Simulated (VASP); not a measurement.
## VASP 6.6.1 run: RbCl

INCAR

```
SIGMA = 0.02
ENCUT = 520
EDIFF = 0.0001
PREC = Accurate
NELM = 61
NSW = 0
ISIF = 2
ISMEAR = -1
IBRION = -1
NBANDS = 15
LCHARG = .FALSE.
LREAL = .FALSE.
GGA = PE
LWAVE = .FALSE.
LASPH = .TRUE.
```

KPOINTS

```
KPOINTS created by Atomic Simulation Environment
0
Gamma
6 6 6
0 0 0
```

POSCAR

```
Rb Cl
 1.0000000000000000
    -0.0330581282000000    3.2727546904000002    3.2727546904000002
     3.2727546904000002   -0.0330581282000000    3.2727546904000002
     3.2727546904000002    3.2727546904000002   -0.0330581282000000
 Rb  Cl
   1   1
Cartesian
  0.0000000000000000  0.0000000000000000  0.0000000000000000
  3.2562256263000000  3.2562256263000000  3.2562256263000000
```

The recommended PBE PAW datasets give the neutral cell 16 valence electrons.

Command

```
mpirun -np 1 vasp_std
```

OSZICAR

```
N       E                     dE             d eps       ncg     rms          rms(c)
DAV:   1     0.809954389829E+02    0.80995E+02   -0.68986E+03   960   0.929E+02
DAV:   2    -0.167153912075E+01   -0.82667E+02   -0.75136E+02  1359   0.165E+02
DAV:   3    -0.690140176073E+01   -0.52299E+01   -0.52033E+01  1298   0.429E+01
DAV:   4    -0.702565549809E+01   -0.12425E+00   -0.12423E+00  1430   0.649E+00
DAV:   5    -0.702643528104E+01   -0.77978E-03   -0.77978E-03  1348   0.498E-01    0.318E+00
DAV:   6    -0.667074766475E+01    0.35569E+00   -0.49383E-01  1198   0.345E+00    0.244E+00
DAV:   7    -0.664861769450E+01    0.22130E-01   -0.11964E-01  1317   0.184E+00    0.145E+00
DAV:   8    -0.666260444501E+01   -0.13987E-01   -0.17183E-02  1180   0.806E-01    0.167E-01
DAV:   9    -0.666373186703E+01   -0.11274E-02   -0.13742E-03  1233   0.202E-01    0.101E-01
DAV:  10    -0.666433409751E+01   -0.60223E-03   -0.53348E-04  1050   0.144E-01    0.148E-02
DAV:  11    -0.666435026400E+01   -0.16166E-04   -0.20768E-05   984   0.317E-02
   1 F= -.66643503E+01 E0= -.66643503E+01  d E =-.127367E-12
```

From OUTCAR

```
k-points           NKPTS =     32   k-points in BZ     NKDIM =     32   number of bands    NBANDS=     15

   NELECT =      16.0000    total number of electrons

   dimension x,y,z NGX =    36 NGY =   36 NGZ =   36
   dimension x,y,z NGXF=    72 NGYF=   72 NGZF=   72

  energy-cutoff  :      520.00
  volume of cell :       71.17
      direct lattice vectors                 reciprocal lattice vectors
    -0.033058128  3.272754690  3.272754690    -0.150480973  0.152016493  0.152016493
     3.272754690 -0.033058128  3.272754690     0.152016493 -0.150480973  0.152016493
     3.272754690  3.272754690 -0.033058128     0.152016493  0.152016493 -0.150480973

 k-points in reciprocal lattice and weights: KPOINTS created by Atomic Simulation Env
   0.00000000  0.00000000  0.00000000       0.005
   0.16666667  0.00000000  0.00000000       0.028
   0.33333333  0.00000000 -0.00000000       0.028
   0.50000000 -0.00000000 -0.00000000       0.014
   0.16666667  0.16666667  0.00000000       0.028
   0.33333333  0.16666667  0.00000000       0.056
   0.50000000  0.16666667  0.00000000       0.056
  -0.33333333  0.16666667 -0.00000000       0.056
   ...

 E-fermi :  -1.3513

 k-point     1 :       0.0000    0.0000    0.0000
  band No.  band energies     occupation
      1     -25.7925      2.00000
      2     -13.8744      2.00000
      3      -9.8420      2.00000
      4      -9.8420      2.00000
      5      -9.8404      2.00000
      6      -1.8809      2.00000
      7      -1.8809      2.00000
      8      -1.8622      2.00000
      9       3.1252      0.00000
     10       6.0798      0.00000
     11       6.0798      0.00000
     12       6.2060      0.00000
     13       7.1072      0.00000
     14       7.1072      0.00000
     15      10.2310      0.00000

 k-point     2 :       0.1667    0.0000    0.0000
  band No.  band energies     occupation
      1     -25.7886      2.00000
      2     -13.8906      2.00000
      3      -9.8443      2.00000
      4      -9.8443      2.00000
      5      -9.8338      2.00000
      6      -2.1344      2.00000
      7      -1.9705      2.00000
      8      -1.9518      2.00000
      9       3.7426      0.00000
     10       5.9335      0.00000
     11       6.4204      0.00000
     12       6.5361      0.00000
     13       7.5114      0.00000
     14       7.5172      0.00000
     15      11.2709      0.00000

 k-point     3 :       0.3333    0.0000   -0.0000
  band No.  band energies     occupation
      1     -25.7807      2.00000
      2     -13.9227      2.00000
      3      -9.8519      2.00000
      4      -9.8489      2.00000
      5      -9.8182      2.00000
      6      -2.5572      2.00000
      7      -2.1398      2.00000
      8      -2.1173      2.00000
      9       5.0750      0.00000
     10       5.9349      0.00000
     11       7.3592      0.00000
     12       7.4825      0.00000
     13       8.5363      0.00000
     14       8.5625      0.00000
     15      10.9619      0.00000

 ...

  Total        0.4026865      0.4026865      0.4026865      0.0206954      0.0206954      0.0206954
  in kB        9.0651852      9.0651852      9.0651852      0.4658897      0.4658897      0.4658897
  external PRESSURE =       9.0651852 kB  Pullay stress =       0.0000000 kB

 POSITION                                       TOTAL-FORCE (eV/Angst)
 -----------------------------------------------------------------------------------
      0.00000      0.00000      0.00000         0.000000      0.000000      0.000000
      3.25623      3.25623      3.25623         0.000000     -0.000000     -0.000000
 -----------------------------------------------------------------------------------
    total drift:                                0.000000      0.000000      0.000000

  FREE ENERGIE OF THE ION-ELECTRON SYSTEM (eV)
  ---------------------------------------------------
  free  energy   TOTEN  =        -6.6643502640 eV

  energy  without entropy=       -6.6643502640  energy(sigma->0) =       -6.66435026
```

It converged. Results: gap between bands v and c on the k mesh 4.99 eV; least direct gap on the k mesh 4.99 eV; pressure 0.9 GPa. Band v is the last that the valence electrons fill when counted band by band, and c is the next.

For comparison, a separate PBE run of the intended cell, on usual settings and not on those above, gives a gap of 4.99 eV on its mesh and a pressure of 0.9 GPa.

The run above took about 22 s on one core of a shared host (Intel Xeon Platinum 8488C) and held 0.21 GiB at most.
